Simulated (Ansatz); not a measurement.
Working through a projected density of states of SnO, space group Pmn2_1

With Ansatz's Python interface.

Interactive session:
```pycon
>>> import warnings
>>> import ansatz as az
>>> import numpy as np
>>> FUNCTIONAL = "r2scan"
>>> DISPERSION = "D3(BJ)"
>>> KGRID = (3, 2, 3)
>>> OCCUPATIONS = "fixed"
>>> N_EMPTY = 14
>>> warnings.simplefilter("ignore", az.DeckWarning)
>>> crystal = (
...     az.Lattice.of((3.355005, 0.0, 0.0), (0.0, 5.674104, 0.0), (0.0, 0.0, 4.22197))
...     .atom("Sn", (0.0, 0.231909, 0.513144))
...     .atom("Sn", (0.5, 0.768091, 0.013144))
...     .atom("O", (0.0, 0.89125, 0.736857))
...     .atom("O", (0.5, 0.10875, 0.236857))
... )
>>> base = (
...     crystal.calculation()
...     .functional(FUNCTIONAL, dispersion=DISPERSION)
...     .kpoints(*KGRID, center="gamma")
...     .occupations(OCCUPATIONS)
...     .scf(extra_bands=N_EMPTY)
...     .density_of_states(projected=True, energy_step=0.05)  # states per eV and cell
... )
>>> outcome = base.run(threads=1, backend="cpu")

>>> r = outcome.report
>>> sorted(key for key in r if key.endswith("_ev"))
['band_edges_ev', 'eigenvalues_ev', 'energy_sigma0_ev', 'entropy_ts_ev', 'fermi_energy_ev', 'free_energy_ev', 'gap_by_band_count_ev', 'harris_foulkes_ev', 'internal_energy_ev', 'lagrangian_ev', 'lagrangian_sigma0_ev', 'loop_eigenvalues_ev', 'loop_fermi_energy_ev', 'occupations_fermi_energy_ev', 'residual_norms_ev']
>>> r["free_energy_ev"]
-13214.706228531297
>>> dos = outcome.density_of_states()
>>> energy = np.asarray(dos.energies_ev) - dos.fermi_ev
>>> curves = {}
>>> for site in outcome.projected_density_of_states().sites:
...     for shell in site.shells:
...         weight = sum(np.sum(curve.g_bin_mean_per_ev, axis=0) for curve in shell.curves)
...         name = f"{site.species} {shell.label}"
...         curves[name] = curves.get(name, 0) + weight
...
>>> print("E-EF   " + " ".join(f"{name:>8s}" for name in curves))
E-EF      Sn 5S    Sn 5P    Sn 4D     O 2S     O 2P
>>> for e in np.arange(-6, 6 + 0.1, 1.0):
...     print(f"{e:5.1f}  " + " ".join(f"{np.interp(e, energy, g):8.3f}" for g in curves.values()))
...
 -6.0     0.196    0.058    0.002    0.025    0.201
 -5.0     0.034    0.250    0.005    0.004    0.594
 -4.0     0.229    0.493    0.018    0.042    2.096
 -3.0     0.673    1.199    0.024    0.131    6.650
 -2.0     0.197    0.281    0.004    0.006    0.780
 -1.0     0.623    0.490    0.002    0.011    0.776
  0.0     0.000    0.000    0.000    0.000    0.000
  1.0     0.000    0.000    0.000    0.000    0.000
  2.0     0.001    0.039    0.000    0.005    0.004
  3.0     0.143    1.955    0.006    0.117    0.426
  4.0     0.159    0.768    0.001    0.076    0.118
  5.0     0.034    1.039    0.001    0.064    0.171
  6.0     0.113    1.061    0.001    0.028    0.236
```

What to keep in mind:
- The settings weren't tested for convergence.
- Along an axis with an odd division the mesh misses the point at one half; a gap read on a finite mesh is an upper bound on this functional's gap.
- Semilocal gaps usually lie well under measured ones.
- The dispersion term runs with damping parameters of another functional.
- The Fermi level of a run with fixed occupations marks the highest occupied state on its mesh, not mid-gap.
- Energy and stress may still move on a finer k-point mesh.
- The crystal has a gap of about 1.95 eV on the mesh; bins of finite width blur the band edges.
- This cell is a computed structure, which may not be the phase found in nature.
- Levels are Kohn-Sham eigenvalues on this mesh, without spin-orbit coupling.
- Curves are summed over the cell's atoms. Only shells that the potentials hold have channels, so projections don't add up to the total, least of all where a shell is missing (p of most metals); heights and places of peaks move with the mesh.
- The density of states is complete only as far up as bands were computed.
- The script silences the warnings on its input, which a real study should read.
- The whole script took 7.7 s on 1 thread of Arm Neoverse V1 (shared host), peak memory 0.47 GiB.

(Lines on the test bed's own set-up are left out of the output.)
